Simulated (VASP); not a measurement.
# Sc in VASP: further runs

Runs on Sc. Level: PBE. Tasks: single point.

Program: VASP 6.6.1. These are calculated values, not measurements. Logs are shortened: lines on timing, memory, paths and dates and some standing lists are left out, and cuts for length are marked.

**1. Starting point**

The cell holds a slab with vacuum, 5 atoms: a = 3.211 Å, b = 3.211 Å, c = 22.487 Å, α = 90.00°, β = 90.00°, γ = 120.00°.

The slab is cut from a database's or a generator's crystal, which needn't be the stable form of the element.

**2. Single point, PBE**

The input, INCAR:

```
  PREC = Accurate
  ENCUT = 280
  EDIFF = 1E-7
  ISMEAR = 1
  SIGMA = 0.1
  LREAL = False
  LASPH = True
  NELM = 120
  ALGO = Normal
  ISIF = 2
  LWAVE = False
  LCHARG = False
  LDIPOL = True
  IDIPOL = 3
  DIPOL = 0.5 0.5 0.500
  GGA = PE
  NBANDS = 40
  LVHAR = True
  LVACPOTAV = True
```

The input, KPOINTS:

```
regular mesh
0
Gamma
  12 12 1
```

The input, POSCAR:

```
Sc
1.0
    3.2109718934      0.0000000000      0.0000000000
   -1.6054859467      2.7807832305      0.0000000000
    0.0000000000      0.0000000000     22.4869902896
Sc
5
Direct
    0.6666666667      0.3333333333      0.2668209450
    0.3333333333      0.6666666667      0.3834104725
    0.0000000000      0.0000000000      0.5000000000
    0.6666666667      0.3333333333      0.6165895275
    0.3333333333      0.6666666667      0.7331790550
```

Potentials or basis: VASP PAW PBE potentials, release 64 (Sc_sv).

Started as:

```bash
$ cat potpaw_PBE.64/Sc_sv/POTCAR > POTCAR
$ mpirun -np 1 vasp_std > vasp.out
```

OUTCAR:

```text
PREC = Accurate
   ENCUT = 280
   EDIFF = 1E-7
   ISMEAR = 1
   LREAL = False
   LASPH = True
   NELM = 120
   ISIF = 2
   GGA = PE

 Found     19 irreducible k-points:

 Following reciprocal coordinates:
            Coordinates               Weight
  0.000000  0.000000  0.000000      1.000000
  0.083333  0.000000  0.000000      6.000000
  0.166667  0.000000  0.000000      6.000000
  0.250000 -0.000000  0.000000      6.000000
  0.333333  0.000000  0.000000      6.000000
  0.416667 -0.000000  0.000000      6.000000
   k-points           NKPTS =     19   k-points in BZ     NKDIM =     19   number of bands    NBANDS=     40
   number of dos      NEDOS =    301   number of ions     NIONS =      5
   total plane-waves  NPLWV =  40824
   dimension x,y,z NGX =    18 NGY =   18 NGZ =  126
   dimension x,y,z NGXF=    36 NGYF=   36 NGZF=  252
   ions per type =               5
   NGX,Y,Z   is equivalent  to a cutoff of   9.32,  9.32,  9.32 a.u.
   NGXF,Y,Z  is equivalent  to a cutoff of  18.64, 18.64, 18.63 a.u.
 SYSTEM =  unknown system
   PREC   = accura    normal or accurate (medium, high low for compatibility)
   ISTART =      0    job   : 0-new  1-cont  2-samecut
   ICHARG =      2    charge: 1-file 2-atom 10-const
   ISPIN  =      1    spin polarized calculation?
   LNONCOLLINEAR =      F non collinear calculations
   LSORBIT =      F    spin-orbit coupling
   LASPH  =      T    aspherical Exc in radial PAW
   ENCUT  =  280.0 eV  20.58 Ry    4.54 a.u.   4.38  4.38 30.68*2*pi/ulx,y,z
   NELM   =    120;   NELMIN=  2; NELMDL= -5     # of ELM steps
   EDIFF  = 0.1E-06   stopping-criterion for ELM
   LREAL  =      F    real-space projection
   EDIFFG = 0.1E-05   stopping-criterion for IOM
   NSW    =      0    number of steps for IOM
   IBRION =     -1    ionic relax: 0-MD 1-quasi-New 2-CG
   NFREE  =      0    steps in history (QN), initial steepest desc. (CG)
   ISIF   =      2    stress and relaxation
   ISYM   =      2    0-nonsym 1-usesym 2-fastsym
   POTIM  = 0.5000    time-step for ionic-motion
   TEBEG  =    0.0;   TEEND  =   0.0 temperature during run
   PSTRESS=    0.0 pullay stress
   NELECT =      55.0000    total number of electrons
   NUPDOWN=      -1.0000    fix difference up-down
   EMIN   =  10.00;   EMAX   =-10.00  energy-range for DOS
   EFERMI =   0.00;   METHOD = LEGACY
   ISMEAR =     1;   SIGMA  =   0.10  broadening in eV -4-tet -1-fermi 0-gaus
   EFERMI_NEDOS =   21; number of points for ismear=-14 and -15
   IALGO  =     38    algorithm
   IMIX   =      4    mixing-type and parameters
     AMIX     =   0.40;   BMIX     =  1.00
     AMIX_MAG =   1.60;   BMIX_MAG =  1.00
  volume/ion in A,a.u.               =      40.16       271.00
  Fermi-wavevector in a.u.,A,eV,Ry     =   1.063206  2.009168 15.380120  1.130407
  Thomas-Fermi vector in A             =   2.198683
   LORBIT       =      0    0 simple, 1 ext, 2 COOP (PROOUT), +10 PAW based schemes
   GGA     = PE    functional components
   LHFCALC =     F    Hartree Fock is set to
   AEXX    =    0.0000 exact exchange contribution
   IVDW    =     0    specifies the selected vdW correction
   LEPSILON=     F    determine dielectric tensor
   LRPA    =     F    only Hartree local field effects (RPA)
 non-spin polarized calculation
 Methfessel and Paxton  Order N= 1 SIGMA  =   0.10
  energy-cutoff  :      280.00
  volume of cell :      200.79
 maximum number of plane-waves:      2181
 NGX is ok and might be reduce to    18
   NGX =  9   NGY =  9   NGZ = 61

 number of electron      55.0000026 magnetization

 dipolmoment           0.000000      0.000000     -0.000000 electrons x Angstroem

 Free energy of the ion-electron system (eV)
  ---------------------------------------------------
  ext. energy  EPLUGINS =         0.00000000
  ---------------------------------------------------
  free energy    TOTEN  =       -29.58680024 eV

  energy without entropy =      -29.57726125  energy(sigma->0) =      -29.58362057

 E-fermi :   1.0268     XC(G=0):  -6.7241

 val. band max:        1.0237599907   @ k =   0.2500   0.1667   0.0000
 cond. band min:       1.0309403473   @ k =   0.4167   0.0833   0.0000
 fundamental gap:      0.0071803565
 Fermi energy:         1.0267799905

 k-point     1 :       0.0000    0.0000    0.0000
  band No.  band energies     occupation
      1     -48.6730      2.00000
      2     -48.6730      2.00000
      3     -48.2610      2.00000
      4     -48.1948      2.00000
      5     -48.1843      2.00000
      6     -27.4132      2.00000
[... 31 lines left out ...]
     38       2.7674     -0.00000
     39       2.8484     -0.00000

 k-point     2 :       0.0833    0.0000    0.0000
  band No.  band energies     occupation
      1     -48.6697      2.00000
      2     -48.6697      2.00000
      3     -48.2572      2.00000
      4     -48.1916      2.00000
      5     -48.1817      2.00000
      6     -27.4086      2.00000
[... 31 lines left out ...]
     38       2.7894     -0.00000
     39       2.8355     -0.00000

 k-point     3 :       0.1667    0.0000    0.0000
  band No.  band energies     occupation
      1     -48.6608      2.00000
      2     -48.6608      2.00000
      3     -48.2467      2.00000
      4     -48.1828      2.00000
      5     -48.1744      2.00000
      6     -27.3957      2.00000
[... 31 lines left out ...]
     38       2.9154     -0.00000
     39       3.0023     -0.00000

 k-point     4 :       0.2500   -0.0000    0.0000
  band No.  band energies     occupation
      1     -48.6486      2.00000
      2     -48.6486      2.00000
      3     -48.2323      2.00000
      4     -48.1707      2.00000
      5     -48.1645      2.00000
      6     -27.3793      2.00000
[... 31 lines left out ...]
     38       3.1297      0.00000
     39       3.1949      0.00000

 k-point     5 :       0.3333    0.0000    0.0000
  band No.  band energies     occupation
      1     -48.6363      2.00000
      2     -48.6363      2.00000
      3     -48.2177      2.00000
      4     -48.1586      2.00000
      5     -48.1547      2.00000
      6     -27.3790      2.00000
[... 31 lines left out ...]
     38       3.3612      0.00000
     39       3.3824      0.00000

 k-point     6 :       0.4167   -0.0000    0.0000
  band No.  band energies     occupation
      1     -48.6273      2.00000
      2     -48.6273      2.00000
      3     -48.2068      2.00000
      4     -48.1497      2.00000
      5     -48.1477      2.00000
      6     -27.4406      2.00000
[... 31 lines left out ...]
     38       3.4467      0.00000
     39       3.7653      0.00000

 [... further k-points ...]

 [bands above 39 left out]

------------------------ aborting loop because EDIFF is reached ----------------------------------------

  FORCE on cell =-STRESS in cart. coord.  units (eV):
  Direction    XX          YY          ZZ          XY          YZ          ZX
  --------------------------------------------------------------------------------------
  -------------------------------------------------------------------------------------
  Total        1.0634712      1.0634712      0.6272339      0.0000000      0.0000000     -0.0000000
  in kB        8.4859673      8.4859673      5.0050124      0.0000000      0.0000000     -0.0000000
  external PRESSURE =       7.3256490 kB  Pullay stress =       0.0000000 kB

 VOLUME and BASIS-vectors are now :
 -----------------------------------------------------------------------------
  energy-cutoff  :      280.00
  volume of cell :      200.79
      direct lattice vectors                 reciprocal lattice vectors
     3.210971893  0.000000000  0.000000000     0.311432187  0.179805457  0.000000000
    -1.605485947  2.780783230  0.000000000     0.000000000  0.359610914  0.000000000
     0.000000000  0.000000000 22.486990290     0.000000000  0.000000000  0.044470158

 POSITION                                       TOTAL-FORCE (eV/Angst)
 -----------------------------------------------------------------------------------
      1.60549      0.92693      6.00000        -0.000000     -0.000000      0.029384
     -0.00000      1.85386      8.62175        -0.000000      0.000000     -0.247241
      0.00000      0.00000     11.24350         0.000000      0.000000     -0.000000
      1.60549      0.92693     13.86524         0.000000     -0.000000      0.247241
     -0.00000      1.85386     16.48699        -0.000000      0.000000     -0.029384
 -----------------------------------------------------------------------------------
    total drift:                               -0.000000      0.000000      0.000000

  FREE ENERGIE OF THE ION-ELECTRON SYSTEM (eV)
  ---------------------------------------------------
  free  energy   TOTEN  =       -29.5868002375 eV

  energy  without entropy=      -29.5772612488  energy(sigma->0) =      -29.58362057

 vacuum level on the upper side and lower side of the slab         4.645         4.645
```

Wall time 1.7 min (1 thread of Intel Xeon Platinum 8488C (Sapphire Rapids), shared host); peak memory 0.2 GiB.

These settings aren't checked as converged: the numbers below hold their error.

Results:

```yaml
Free_energy: -29.5868 eV
Largest_force: 0.247 eV/Å
Band_gap_on_the_k_mesh: none (metal or under the smearing width)
Work_function_of_the_upper_face: 3.62 eV
Work_function_of_the_lower_face: 3.62 eV
```

Caveat: the cutoff is under 1.25 times the usual one of these potentials, so pressure, stress and relaxed cells hold a basis-set (Pulay) error.

**3. Single point, PBE**

This run uses another cell than the first one, of 36.59 Å³/atom, 0.911 times its volume.

INCAR: that of step 2 with these lines changed.

```diff
@@ -1,3 +1,3 @@
   PREC = Accurate
-  ENCUT = 280
+  ENCUT = 460
   EDIFF = 1E-7
```

The input, KPOINTS:

```
regular mesh
0
Gamma
  10 10 1
```

The input, POSCAR:

```
Sc
1.0
    3.2109718934      0.0000000000      0.0000000000
   -1.6054859467      2.7807832305      0.0000000000
    0.0000000000      0.0000000000     20.4869902896
Sc
5
Direct
    0.6666666667      0.3333333333      0.2440573227
    0.3333333333      0.6666666667      0.3720286613
    0.0000000000      0.0000000000      0.5000000000
    0.6666666667      0.3333333333      0.6279713387
    0.3333333333      0.6666666667      0.7559426773
```

Potentials or basis: VASP PAW PBE potentials, release 64 (Sc_sv).

Started as:

```bash
$ cat potpaw_PBE.64/Sc_sv/POTCAR > POTCAR
$ mpirun -np 1 vasp_std > vasp.out
```

Wall time 1.8 min (1 thread of Intel Xeon Platinum 8488C (Sapphire Rapids), shared host); peak memory 0.29 GiB.

The run converged, but some of its settings lie outside the range that counts as converged, so its numbers aren't taken as properties of the slab.

Results:

- Free energy: -29.5944 eV
- Largest force: 0.246 eV/Å
- Band gap on the k mesh: none (metal or under the smearing width)

**4. Single point, PBE**

This run uses another cell than the first one, of 29.44 Å³/atom, 0.733 times its volume.

INCAR is that of step 3.

The input, KPOINTS:

```
regular mesh
0
Gamma
  15 15 1
```

The input, POSCAR:

```
Sc
1.0
    3.2109718934      0.0000000000      0.0000000000
   -1.6054859467      2.7807832305      0.0000000000
    0.0000000000      0.0000000000     16.4869902896
Sc
5
Direct
    0.6666666667      0.3333333333      0.1819616526
    0.3333333333      0.6666666667      0.3409808263
    0.0000000000      0.0000000000      0.5000000000
    0.6666666667      0.3333333333      0.6590191737
    0.3333333333      0.6666666667      0.8180383474
```

Potentials or basis: VASP PAW PBE potentials, release 64 (Sc_sv).

Started as:

```bash
$ cat potpaw_PBE.64/Sc_sv/POTCAR > POTCAR
$ mpirun -np 1 vasp_std > vasp.out
```

OUTCAR:

```text
PREC = Accurate
   ENCUT = 460
   EDIFF = 1E-7
   ISMEAR = 1
   LREAL = False
   LASPH = True
   NELM = 120
   ISIF = 2
   GGA = PE

 Found     27 irreducible k-points:

 Following reciprocal coordinates:
            Coordinates               Weight
  0.000000  0.000000  0.000000      1.000000
  0.066667  0.000000  0.000000      6.000000
  0.133333  0.000000  0.000000      6.000000
  0.200000  0.000000  0.000000      6.000000
  0.266667  0.000000  0.000000      6.000000
  0.333333  0.000000  0.000000      6.000000
   k-points           NKPTS =     27   k-points in BZ     NKDIM =     27   number of bands    NBANDS=     40
   number of dos      NEDOS =    301   number of ions     NIONS =      5
   total plane-waves  NPLWV =  69120
   dimension x,y,z NGX =    24 NGY =   24 NGZ =  120
   dimension x,y,z NGXF=    48 NGYF=   48 NGZF=  240
   ions per type =               5
   NGX,Y,Z   is equivalent  to a cutoff of  12.43, 12.43, 12.10 a.u.
   NGXF,Y,Z  is equivalent  to a cutoff of  24.85, 24.85, 24.20 a.u.
 SYSTEM =  unknown system
   PREC   = accura    normal or accurate (medium, high low for compatibility)
   ISTART =      0    job   : 0-new  1-cont  2-samecut
   ICHARG =      2    charge: 1-file 2-atom 10-const
   ISPIN  =      1    spin polarized calculation?
   LNONCOLLINEAR =      F non collinear calculations
   LSORBIT =      F    spin-orbit coupling
   LASPH  =      T    aspherical Exc in radial PAW
[... 64 lines left out ...]
  band No.  band energies     occupation
      1     -47.1015      2.00000
      2     -47.1015      2.00000
      3     -46.6818      2.00000
      4     -46.6204      2.00000
      5     -46.6091      2.00000
      6     -25.8239      2.00000
[... 241 lines left out ...]
     38       4.8433      0.00000
     39       5.0655      0.00000

 [... further k-points ...]

 [bands above 39 left out]

------------------------ aborting loop because EDIFF is reached ----------------------------------------

  FORCE on cell =-STRESS in cart. coord.  units (eV):
  Direction    XX          YY          ZZ          XY          YZ          ZX
  --------------------------------------------------------------------------------------
  -------------------------------------------------------------------------------------
  Total        1.2618390      1.2618390     -0.1123641     -0.0000000     -0.0000000     -0.0000000
  in kB       13.7331294     13.7331294     -1.2229060     -0.0000000     -0.0000000     -0.0000000
  external PRESSURE =       8.7477843 kB  Pullay stress =       0.0000000 kB

 VOLUME and BASIS-vectors are now :
 -----------------------------------------------------------------------------
  energy-cutoff  :      460.00
  volume of cell :      147.21
      direct lattice vectors                 reciprocal lattice vectors
     3.210971893  0.000000000  0.000000000     0.311432187  0.179805457  0.000000000
    -1.605485947  2.780783230  0.000000000     0.000000000  0.359610914  0.000000000
     0.000000000  0.000000000 16.486990290     0.000000000  0.000000000  0.060653884

 POSITION                                       TOTAL-FORCE (eV/Angst)
 -----------------------------------------------------------------------------------
      1.60549      0.92693      3.00000         0.000000     -0.000000     -0.057991
     -0.00000      1.85386      5.62175        -0.000000     -0.000000     -0.274219
      0.00000      0.00000      8.24350        -0.000000      0.000000      0.000000
      1.60549      0.92693     10.86524         0.000000      0.000000      0.274219
     -0.00000      1.85386     13.48699        -0.000000      0.000000      0.057991
 -----------------------------------------------------------------------------------
    total drift:                               -0.000000      0.000000      0.000000

  FREE ENERGIE OF THE ION-ELECTRON SYSTEM (eV)
  ---------------------------------------------------
  free  energy   TOTEN  =       -29.7002611406 eV

  energy  without entropy=      -29.6951807957  energy(sigma->0) =      -29.69856769
```

Wall time 2 min (1 thread of Intel Xeon Platinum 8488C (Sapphire Rapids), shared host); peak memory 0.27 GiB.

These settings aren't checked as converged: the numbers below hold their error.

Results:

```
Free energy            : -29.7003 eV
Largest force          : 0.274 eV/Å
Band gap on the k mesh : none (metal or under the smearing width)
```

(Continued in part 2 of 2.)
